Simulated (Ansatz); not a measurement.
The system is H.

```xyz
2
Lattice="-1.6915 1.6915 2.0585 1.6915 -1.6915 2.0585 1.6915 1.6915 -2.0585" Properties=species:S:1:pos:R:3 pbc="T T T"
H     0.0000    0.0000    0.3711
H     0.0000    0.0000    3.7459
```

Program: Ansatz 0.2.0. Alike in all runs: cell as given. Hardware: 2 threads of Arm Neoverse V1, with other jobs on the host.

Order these runs on this cell by their wall time, lowest first.
A. task electron localisation function; level B3LYP; potentials or basis Ansatz NC; spin off; k mesh 7 × 7 × 7; cutoff (eV) 980; smearing fermi-dirac 0.05 eV; driver chain; mesh quality not flagged
B. task band structure; level r2SCANh+D3(BJ)+ATM; potentials or basis Ansatz PAW accurate; spin off; k mesh 6 × 6 × 6; cutoff (eV) 1000; smearing gaussian 0.15 eV; driver chain; points for each segment of the path 4; mesh quality coarse
C. task electron localisation function; level BLYP+D3(BJ)+ATM; potentials or basis PseudoDojo standard (PBEsol files); spin collinear, antiferromagnetic start; k mesh 11 × 11 × 11; cutoff (eV) 980; smearing fermi-dirac 0.15 eV; mesh quality not flagged

C (13 s), A (44 s), B (240 s).

Caveats: some runs use coarse meshes.

Not every run made on this cell is shown here.
